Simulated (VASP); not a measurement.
# MoS2 (P-3m1) in VASP: a series of runs, part 2 of 2

VASP 6.6.1. Earlier steps stand in the parts before.

## (4) Single point, PBE+U, collinear spin, antiferromagnetic start

This run uses another cell than the first one: it holds 6 atoms, not 3.

INCAR reads:

```
  PREC = Accurate
  ENCUT = 520
  EDIFF = 1E-6
  ISMEAR = 0
  SIGMA = 0.05
  LREAL = False
  LASPH = True
  NELM = 100
  ALGO = Normal
  ISIF = 2
  LWAVE = False
  LCHARG = False
  ISPIN = 2
  MAGMOM = 1 -1 0 0 0 0
  LORBIT = 11
  LMAXMIX = 4
  LDAU = True
  LDAUTYPE = 2
  LDAUL = 2 -1
  LDAUU = 6 0
  LDAUJ = 0 0
  LDAUPRINT = 1
  GGA = PE
  NBANDS = 39
```

KPOINTS reads:

```
Automatic mesh
0
Gamma
  6 6 2
```

POSCAR reads:

```
MoS2
1.0
    3.5639467600      0.0000000000      0.0000000000
   -1.7819733800      3.0864684300      0.0000000000
    0.0000000000      0.0000000000     11.4987716400
Mo S
2 4
Direct
    0.0000000000      0.0000000000      0.0000000000
    0.0000000000      0.0000000000      0.5000000000
    0.3333333333      0.6666666667      0.1260000000
    0.3333333333      0.6666666667      0.6260000000
    0.6666666667      0.3333333333      0.3740000000
    0.6666666667      0.3333333333      0.8740000000
```

Potentials or basis: VASP PAW PBE potentials, release 64 (Mo_sv, S).

Started as:

```
$ cat potpaw_PBE.64/Mo_sv/POTCAR potpaw_PBE.64/S/POTCAR > POTCAR
$ mpirun -np 1 vasp_std > vasp.out
```

OUTCAR:

```text
PREC = Accurate
   ENCUT = 520
   EDIFF = 1E-6
   ISMEAR = 0
   LREAL = False
   LASPH = True
   NELM = 100
   ISIF = 2
   ISPIN = 2
   LORBIT = 11
   GGA = PE

 ion  position               nearest neighbor table
   1  0.000  0.000  0.000-   3 2.52   6 2.52   6 2.52   3 2.52   6 2.52   3 2.52
   2  0.000  0.000  0.500-   4 2.52   5 2.52   5 2.52   4 2.52   5 2.52   4 2.52
   3  0.333  0.667  0.126-   1 2.52   1 2.52   1 2.52
   4  0.333  0.667  0.626-   2 2.52   2 2.52   2 2.52
   5  0.667  0.333  0.374-   2 2.52   2 2.52   2 2.52
   6  0.667  0.333  0.874-   1 2.52   1 2.52   1 2.52

  LATTYP: Found a hexagonal cell.
 ALAT       =     3.5639467600
 C/A-ratio  =     3.2264150994

  Lattice vectors:

 A1 = (   3.5639467600,   0.0000000000,   0.0000000000)
 A2 = (  -1.7819733800,   3.0864684300,   0.0000000000)
 A3 = (   0.0000000000,   0.0000000000,  11.4987716400)

Analysis of symmetry for initial positions (statically):
=====================================================================
 Subroutine PRICEL returns following result:

  LATTYP: Found a hexagonal cell.
 ALAT       =     3.5639467600
 C/A-ratio  =     1.6132075497
[... 12 lines left out ...]
 Subroutine GETGRP returns: Found 12 space group operations
 (whereof 12 operations were pure point group operations)
 out of a pool of 24 trial point group operations.

The static configuration has the point symmetry D_3d.

Analysis of symmetry for dynamics (positions and initial velocities):
=====================================================================
 Subroutine PRICEL returns following result:

  LATTYP: Found a hexagonal cell.
 ALAT       =     3.5639467600
 C/A-ratio  =     1.6132075497
[... 12 lines left out ...]
 Subroutine GETGRP returns: Found 12 space group operations
 (whereof 12 operations were pure point group operations)
 out of a pool of 24 trial point group operations.

The dynamic configuration has the point symmetry D_3d.

Analysis of structural, dynamic, and magnetic symmetry:
=====================================================================
 Subroutine PRICEL returns following result:

  LATTYP: Found a hexagonal cell.
 ALAT       =     3.5639467600
 C/A-ratio  =     1.6132075497
[... 12 lines left out ...]
 Subroutine GETGRP returns: Found 12 space group operations
 (whereof 12 operations were pure point group operations)
 out of a pool of 24 trial point group operations.

The overall configuration has the point symmetry D_3d.

 Subroutine INISYM returns: Found 12 space group operations
 (whereof 12 operations are pure point group operations),
 and found     2 'primitive' translations

----------------------------------------------------------------------------------------

                                     Primitive cell

[... 184 lines left out ...]
 -0.0000 -0.0000  0.6978 -0.0000 -0.0000
  0.2103  0.0000 -0.0000  0.5283  0.0000
  0.0000  0.2103 -0.0000  0.0000  0.6825

 occupancies and eigenvectors

  o =  0.0481  v =  0.0000 -0.0000 -1.0000  0.0000 -0.0000  0.0000  0.0000  0.0000  0.0000  0.0000      0.0000  0.0000  0.0000  0.0000  0.0000  0.0000  0.0000  0.0000  0.0000  0.0000
  o =  0.0490  v = -0.0000  0.5894 -0.0000 -0.0000  0.8079  0.0000  0.0000  0.0000  0.0000  0.0000      0.0000  0.0000  0.0000  0.0000  0.0000  0.0000  0.0000  0.0000  0.0000  0.0000
  o =  0.0490  v = -0.8079 -0.0000  0.0000 -0.5894 -0.0000  0.0000  0.0000  0.0000  0.0000  0.0000      0.0000  0.0000  0.0000  0.0000  0.0000  0.0000  0.0000  0.0000  0.0000  0.0000
  o =  0.2348  v =  0.0000  0.8079  0.0000 -0.0000 -0.5894  0.0000  0.0000  0.0000  0.0000  0.0000      0.0000  0.0000  0.0000  0.0000  0.0000  0.0000  0.0000  0.0000  0.0000  0.0000
  o =  0.2348  v = -0.5894  0.0000  0.0000  0.8079 -0.0000  0.0000  0.0000  0.0000  0.0000  0.0000      0.0000  0.0000  0.0000  0.0000  0.0000  0.0000  0.0000  0.0000  0.0000  0.0000
  o =  0.3814  v =  0.0000  0.0000  0.0000  0.0000  0.0000  0.0000 -0.8198  0.0000 -0.0000  0.5726      0.0000  0.0000  0.0000  0.0000  0.0000  0.0000  0.0000  0.0000  0.0000  0.0000
  o =  0.3814  v =  0.0000  0.0000  0.0000  0.0000  0.0000  0.5726  0.0000  0.0000 -0.8198 -0.0000      0.0000  0.0000  0.0000  0.0000  0.0000  0.0000  0.0000  0.0000  0.0000  0.0000
  o =  0.6978  v =  0.0000  0.0000  0.0000  0.0000  0.0000  0.0000  0.0000  1.0000  0.0000  0.0000      0.0000  0.0000  0.0000  0.0000  0.0000  0.0000  0.0000  0.0000  0.0000  0.0000
  o =  0.8294  v =  0.0000  0.0000  0.0000  0.0000  0.0000  0.0000 -0.5726  0.0000  0.0000 -0.8198      0.0000  0.0000  0.0000  0.0000  0.0000  0.0000  0.0000  0.0000  0.0000  0.0000
  o =  0.8294  v =  0.0000  0.0000  0.0000  0.0000  0.0000 -0.8198  0.0000  0.0000 -0.5726 -0.0000      0.0000  0.0000  0.0000  0.0000  0.0000  0.0000  0.0000  0.0000  0.0000  0.0000

 number of electron      51.9999994 magnetization      -0.0000000

 Free energy of the ion-electron system (eV)
  ---------------------------------------------------
  ext. energy  EPLUGINS =         0.00000000
  ---------------------------------------------------
  free energy    TOTEN  =       -29.87041566 eV

  energy without entropy =      -29.86469677  energy(sigma->0) =      -29.86755621

 E-fermi :   4.8397     XC(G=0):  -9.9828

 val. band max:        4.8062884884   @ k =   0.3333   0.1667   0.5000
 cond. band min:       4.8511584704   @ k =   0.1667  -0.0000   0.0000
 fundamental gap:      0.0448699820
 Fermi energy:         4.8397197397

 spin component 1

 k-point     1 :       0.0000    0.0000    0.0000
  band No.  band energies     occupation
      1     -56.7249      1.00000
      2     -55.0856      1.00000
      3     -30.9261      1.00000
      4     -30.8067      1.00000
      5     -30.8067      1.00000
      6     -29.1585      1.00000
[... 563 lines left out ...]
     37      13.5137      0.00000
     38      13.5137      0.00000
 Fermi energy:         4.8397197397

 spin component 2

 k-point     1 :       0.0000    0.0000    0.0000
  band No.  band energies     occupation
      1     -56.7249      1.00000
      2     -55.0856      1.00000
      3     -30.9261      1.00000
      4     -30.8067      1.00000
      5     -30.8067      1.00000
      6     -29.1585      1.00000
[... 563 lines left out ...]
     37      13.5137      0.00000
     38      13.5137      0.00000
 [bands above 38 left out]

------------------------ aborting loop because EDIFF is reached ----------------------------------------

  FORCE on cell =-STRESS in cart. coord.  units (eV):
  Direction    XX          YY          ZZ          XY          YZ          ZX
  --------------------------------------------------------------------------------------
  -------------------------------------------------------------------------------------
  Total        2.2621924      2.2621924     -0.0264320     -0.0000000     -0.0000000     -0.0000000
  in kB       28.6546840     28.6546839     -0.3348088     -0.0000000     -0.0000000     -0.0000000
  external PRESSURE =      18.9915197 kB  Pullay stress =       0.0000000 kB

 VOLUME and BASIS-vectors are now :
 -----------------------------------------------------------------------------
  energy-cutoff  :      520.00
  volume of cell :      126.49
      direct lattice vectors                 reciprocal lattice vectors
     3.563946760  0.000000000  0.000000000     0.280587805  0.161997445  0.000000000
    -1.781973380  3.086468430  0.000000000     0.000000000  0.323994890  0.000000000
     0.000000000  0.000000000 11.498771640     0.000000000  0.000000000  0.086965811

 POSITION                                       TOTAL-FORCE (eV/Angst)
 -----------------------------------------------------------------------------------
      0.00000      0.00000      0.00000        -0.000000     -0.000000      0.000000
      0.00000      0.00000      5.74939        -0.000000     -0.000000      0.000000
     -0.00000      2.05765      1.44885        -0.000000      0.000000     -0.060112
     -0.00000      2.05765      7.19823        -0.000000     -0.000000     -0.060112
      1.78197      1.02882      4.30054         0.000000      0.000000      0.060112
      1.78197      1.02882     10.04993         0.000000      0.000000      0.060112
 -----------------------------------------------------------------------------------
    total drift:                               -0.000000     -0.000000      0.000000

  FREE ENERGIE OF THE ION-ELECTRON SYSTEM (eV)
  ---------------------------------------------------
  free  energy   TOTEN  =       -29.8704156576 eV

  energy  without entropy=      -29.8646967701  energy(sigma->0) =      -29.86755621

 total charge

# of ion       s       p       d       tot
------------------------------------------
    1        2.278   6.156   3.694  12.128
    2        2.278   6.156   3.694  12.128
    3        1.355   2.346   0.000   3.701
    4        1.355   2.346   0.000   3.701
    5        1.355   2.346   0.000   3.701
    6        1.355   2.346   0.000   3.701
--------------------------------------------------
tot          9.974  21.696   7.388  39.057

 magnetization (x)

# of ion       s       p       d       tot
------------------------------------------
    1        0.048   0.018   2.486   2.552
    2       -0.048  -0.018  -2.486  -2.552
    3       -0.005  -0.204   0.000  -0.209
    4        0.005   0.204   0.000   0.209
    5        0.005   0.204   0.000   0.209
    6       -0.005  -0.204   0.000  -0.209
--------------------------------------------------
tot          0.000   0.000   0.000   0.000
```

Wall time 2 min (1 thread of Intel Xeon 6975P-C (Granite Rapids), shared host); peak memory 0.36 GiB.

What came out:

```yaml
Free_energy: -29.8704 eV
Pressure: 1.9 GPa
Largest_force: 0.060 eV/Å
Band_gap_on_the_k_mesh: none (metal or under the smearing width)
Net_moment: 0.00 μB per cell
Site_moments: Mo +2.55, -2.55; S -0.21, +0.21 μB
Valence_electrons_inside_the_program's_atomic_spheres: Mo 12.13; S 3.70
```

Forces in eV/Å, atoms in the order of the input:
```
Mo   0.000  0.000  0.000
Mo   0.000  0.000  0.000
S    0.000  0.000 -0.060
S    0.000  0.000 -0.060
S    0.000  0.000  0.060
S    0.000  0.000  0.060
```

Stress tensor (GPa, compression positive):
```
 2.87  0.00  0.00
 0.00  2.87  0.00
 0.00  0.00 -0.03
```

Levels at points of the mesh, in eV from the Fermi level:
Spin up:
| k point | band 23 | band 24 | band 25 | band 26 | band 27 | band 28 | band 29 | band 30 |
| --- | --- | --- | --- | --- | --- | --- | --- | --- |
| (0.00, 0.00, 0.00) | -0.22 | -0.22 | 0.12 | 0.12 | 0.20 | 3.08 | 3.08 | 3.61 |
| (0.50, 0.00, 0.00) | -1.32 | -1.30 | -0.99 | -0.85 | -0.41 | 2.13 | 3.91 | 4.42 |
| (0.00, 0.00, 0.50) | -0.20 | -0.20 | 0.10 | 0.10 | 0.10 | 3.08 | 3.08 | 3.66 |
| (0.50, 0.00, 0.50) | -1.29 | -1.25 | -1.08 | -1.01 | -0.40 | 2.14 | 3.97 | 4.49 |
Spin down:
```csv
k point,band 22,band 23,band 24,band 25,band 26,band 27,band 28,band 29,band 30,band 31
"(0.00, 0.00, 0.00)",-0.30,-0.22,-0.22,0.12,0.12,0.20,3.08,3.08,3.61,3.92
"(0.50, 0.00, 0.00)",-1.38,-1.32,-1.30,-0.99,-0.85,-0.41,2.13,3.91,4.42,4.61
"(0.00, 0.00, 0.50)",-0.64,-0.20,-0.20,0.10,0.10,0.10,3.08,3.08,3.66,3.94
"(0.50, 0.00, 0.50)",-1.33,-1.29,-1.25,-1.08,-1.01,-0.40,2.14,3.97,4.49,4.55
```

Eigenvalues of the final occupation matrices:
```tsv
site	spin	trace	eigenvalues
site 1 d	1	3.12	0.38 0.38 0.70 0.83 0.83
site 1 d	2	0.62	0.05 0.05 0.05 0.23 0.23
site 2 d	1	0.62	0.05 0.05 0.05 0.23 0.23
site 2 d	2	3.12	0.38 0.38 0.70 0.83 0.83
```

Caveat: this functional lacks dispersion, which binds the layers, so the pressure and a relaxed spacing across them are unreliable.

## (5) Summary

| spin | U | fixed moment (μB) | k mesh | supercell matrix | gap on the mesh (eV) | pressure (GPa) | moment (μB) | largest force (eV/Å) |
| --- | --- | --- | --- | --- | --- | --- | --- | --- |
| collinear, ferromagnetic start | Mo d U = 3 eV | 4 | 6 × 6 × 4 | - | - | 4.2 | 4.00 | 0.11 |
| collinear, ferromagnetic start | Mo d U = 6 eV | - | 6 × 6 × 4 | - | none | 1.7 | 2.01 | 0.08 |
| collinear, antiferromagnetic start | Mo d U = 6 eV | - | 6 × 6 × 2 | [1, 0, 0, 0, 1, 0, 0, 0, 2] | none | 1.9 | 0.00 | 0.06 |

Alike in all rows: task single point; level PBE+U; potentials or basis VASP PAW PBE potentials, release 64 (Mo_sv, S); cell as given; cutoff (eV) 520; smearing gaussian 0.05 eV.

Caveats: this functional lacks dispersion, which binds the layers, so the pressure and a relaxed spacing across them are unreliable; the moment is held away from its start (some runs); the total moment is fixed, so each spin has its own Fermi level (some runs).

Absolute energies hang on the potentials; compare differences alone.
